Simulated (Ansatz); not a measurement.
Structure from Materials Project entry mp-522 (possibly hypothetical), not relaxed further. The listed cell was then made from it by scaling, straining or moving an atom.

CuAu: DFT, r2SCAN, PAW with Ansatz's default frozen-core files, scalar-relativistic (Ansatz 0.2.0). What sets it apart from a plain run of this crystal: volume scaled by 1.025.

Command: `ansatz run input.yaml --threads 1 --pin off --max-ram 2048MiB --backend cpu --events-out ev --progress --plain --runs-dir out` The run took about 18 s on 1 thread of a shared machine.

```yaml
crystal:
  lattice:
    - [2.874262995, 0.0, 0.0]
    - [0.0, 2.874262995, 0.0]
    - [0.0, 0.0, 3.6112102756]
  atoms:
    - { symbol: Cu, position: [0.5, 0.5, 0.5] }
    - { symbol: Au, position: [0.0, 0.0, 0.0] }
kpoints:
  mp_grid: { grid: [12, 12, 9] }
scf:
  occupations: { method: fermi_dirac, width: 0.05 }
hamiltonian:
  xc: r2scan
  pseudopotentials: { kind: paw }
output:
  forces: true
  stress: true
  eigenvalues: true
  efg: { contact_densities: true }
```

Output (standing set-up lines are left out):

```
Crystal: 2 atoms, lattice volume = 29.834 Å³
Basis set: ecut = 500 eV, 757 PW (Γ), exchange–correlation on 96×96×108 points (64 copies of the dense FFT grid, shifted against one another)
SCF iter   1: F=—  HF=-19794.874533 eV  |F-HF|=—  |Δ(HF+E_count)|=         —  Δρ=3.05e-2  dr2=1.68e-1  dr2_τ=6.56e-3  ethr=1.77e-3  ⟨swp⟩=5.3  Hψ=12260  notcnv=0
preconditioner: auto → Kerker (q_TF=auto, 2.841 Å⁻¹)  [metal: Δε(μ)=0.038 eV  Ē_g=11.114 eV  σ=0.050 eV  W_gap=0.18  n_scr=14 (ndim 8)  ℏωp=31.9 eV  f_vac=0.000  D(μ)=0.74/eV (n_scr^D=2)]
SCF iter   2: F=—  HF=-19794.861833 eV  |F-HF|=—  |Δ(HF+E_count)|=   1.27e-2  Δρ=1.47e-2  dr2=4.73e-2  dr2_τ=2.07e-3  ethr=4.43e-4  ⟨swp⟩=2.1  Hψ=5851  notcnv=0  defer=12
SCF iter   3: F=—  HF=-19794.849963 eV  |F-HF|=—  |Δ(HF+E_count)|=   1.19e-2  Δρ=9.53e-3  dr2=1.77e-2  dr2_τ=6.54e-4  ethr=1.24e-4  ⟨swp⟩=2.1  Hψ=5918  notcnv=0  defer=12
SCF iter   4: F=—  HF=-19794.847759 eV  |F-HF|=—  |Δ(HF+E_count)|=   2.20e-3  Δρ=3.45e-3  dr2=2.63e-3  dr2_τ=6.18e-5  ethr=4.65e-5  ⟨swp⟩=1.1  Hψ=4360  notcnv=0  defer=12
SCF iter   5: F=—  HF=-19794.847622 eV  |F-HF|=—  |Δ(HF+E_count)|=   1.37e-4  Δρ=9.56e-4  dr2=2.36e-4  dr2_τ=5.49e-6  ethr=6.93e-6  ⟨swp⟩=2.1  Hψ=4231  notcnv=0  defer=12
SCF iter   6: F=—  HF=-19794.847752 eV  |F-HF|=—  |Δ(HF+E_count)|=   1.30e-4  Δρ=2.95e-4  dr2=2.49e-5  dr2_τ=1.11e-6  ethr=6.22e-7  ⟨swp⟩=2.0  Hψ=4686  notcnv=0  defer=12
SCF iter   7: F=—  HF=-19794.847756 eV  |F-HF|=—  |Δ(HF+E_count)|=   3.68e-6  Δρ=1.15e-4  dr2=3.48e-6  dr2_τ=7.15e-8  ethr=6.56e-8  ⟨swp⟩=2.1  Hψ=4384  notcnv=0  defer=12
SCF iter   8: F=—  HF=-19794.847759 eV  |F-HF|=—  |Δ(HF+E_count)|=   3.07e-6  Δρ=2.21e-5  dr2=2.05e-7  dr2_τ=5.82e-9  ethr=9.16e-9  ⟨swp⟩=2.0  Hψ=4693  notcnv=0  defer=12
SCF iter   9: F=-19794.847759 eV  HF=-19794.847759 eV  |F-HF|=2.47e-9  |Δ(HF+E_count)|=   1.33e-7  Δρ=5.98e-6  dr2=1.55e-8  dr2_τ=5.06e-10  ethr=2.63e-10  ⟨swp⟩=5.3  Hψ=13306  notcnv=0
SCF 1 converged in 9 iterations: F = -19794.847759 eV  dr2 = 1.55e-8
  greatest PAW one-centre occupation: 1.003 electrons in one spin orbital (limit 2), on the Au atom at site 1 (counted from 0), in its partial waves of l = 0
SCF converged after 9 iterations
Free energy (F): -19794.847759 eV
Harris-Foulkes:  -19794.847759 eV  (|F-HF|=2.47e-9)
Internal energy: -19794.841482 eV  (E = F + TS)
E sigma→0 (E₀):  -19794.844620 eV
Entropy (-TS):   -0.006277 eV (-3.139 meV/atom)
Fermi energy:    18.142802 eV
--- Per-component energies (eV) ---
  E_band       = -622.573028
  E_kinetic    = 904.199963
  E_local      = -5995.317446  (includes V_loc(G=0)·N_el)
  E_nonlocal   = 476.683263
  E_hartree    = 2634.414262
  E_xc         = -301.058158
  E_vxc        = -430.053399  (∫ρ·V_xc dr)
  E_paw        = -11414.608111  (= ΣΔE_a)
  E_vpaw       = -876.647971  (= ΣTr[D̂ρ^β])
  E_aug_tail   = 0.000906  (compensation charges beyond the density's cutoff)
  E_vtau       = 29.733070  (kinetic-family band-sum trace: ∫τ·v_τ [+ j·A + Jᵃ·Aᵃ] dr)
  E_ewald      = -6098.678728
  E_core_change = -0.477432  (= ΣΔE_core)
  E_smearing   = -0.006277  (= −TS)
  E_closure    = 0.000000  (closes the sum)
  Σ components = -19794.847759   (vs F -19794.847759, Δ=0.00e0)
--- Forces (eV/Å), atoms counted from 1 ---
  atom   1  Cu     0.00000000    -0.00000000     0.00000000
  atom   2  Au    -0.00000000     0.00000000     0.00000000
  max |Σ_I F_I| component: 6.00e-29 eV/Å
--- Stress (GPa, compression-positive) ---
       -3.626290       0.000000       0.000000
        0.000000      -3.626290       0.000000
        0.000000       0.000000      -4.093416
  P = ⅓ Tr σ = -3.7820 GPa (-37.820 kbar)
--- PAW observables at the nuclei: V_zz in 10²¹ V/m², potentials from the cell's mean, atoms counted from 1 ---
  atom   1  Cu V_zz =    -0.795379   η = 0.0000   by run symmetry: allowed
            electrostatic potential = -3766.946936 V   contact ρ = 147411.975586 e/Å³
  atom   2  Au V_zz =    +6.294397   η = 0.0000   by run symmetry: allowed
            electrostatic potential = -16458.945570 V   contact ρ = 13072915.175528 e/Å³
--- Band table (eV; the first three rows and the last of 140) ---
  k-point 0: bands = ["-97.8495", "-89.7190", "-53.6957", "-53.6846", "-53.6846", "-40.5582", "-40.5058", "-40.5058", "8.4034", "11.5879", "11.7398", "13.9914", "13.9914", "14.9129", "15.4389", "16.0439", "16.4474", "16.6700", "16.6700", "21.1193", "27.2311", "28.0756", "28.0756"]
  k-point 1: bands = ["-97.8495", "-89.7190", "-53.6957", "-53.6846", "-53.6846", "-40.5591", "-40.5058", "-40.5058", "8.5678", "11.6205", "11.8007", "14.0145", "14.0145", "14.9390", "15.3925", "16.0081", "16.4172", "16.5722", "16.5722", "20.1040", "28.3897", "28.3897", "28.4915"]
  k-point 2: bands = ["-97.8495", "-89.7190", "-53.6959", "-53.6845", "-53.6845", "-40.5615", "-40.5057", "-40.5057", "9.0365", "11.7066", "11.9697", "14.0796", "14.0796", "15.0104", "15.2713", "15.8987", "16.3264", "16.3264", "16.3357", "18.2208", "29.2807", "29.2807", "31.0963"]
  k-point 139: bands = ["-97.8480", "-89.7095", "-53.6969", "-53.6969", "-53.6938", "-40.6246", "-40.6246", "-40.5421", "11.6226", "12.3368", "12.3368", "14.4552", "15.0389", "15.0389", "15.1926", "16.0472", "16.2576", "16.4501", "23.5159", "23.5159", "23.7395", "23.9514", "25.3977"]
```
